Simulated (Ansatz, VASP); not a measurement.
**Ti: VASP beside Ansatz**

```
Ti
1.0
    -1.61882    1.61882    1.61882
     1.61882   -1.61882    1.61882
     1.61882    1.61882   -1.61882
Ti
1
Direct
  0.00000 0.00000 0.00000
```

Change from the starting cell: volume scaled by 0.96.

Alike in both runs: task single point; functional PBE; k mesh 11 × 11 × 11; occupations fermi-dirac, width 0.05 eV; no spin polarisation.

|  | VASP | Ansatz |
| --- | --- | --- |
| version | VASP 6.6.1 | Ansatz 0.2.0 |
| potentials or method | VASP PAW PBE potentials, release 64 (Ti_sv), cutoff 520 eV | all-electron LAPW, scalar-relativistic |

Ansatz gave:

```
gap on the k mesh at the Fermi level (eV) : none
pressure (GPa)                            : 1.7
```

Problem. Estimate VASP's values.

Solution. gap on the k mesh at the Fermi level (eV): none; pressure (GPa): 1.5.

A gap of «none» marks a metal or a gap that the smearing closes. Ansatz ran all-electron here, so the differences hold the error of VASP's frozen core and of both bases.
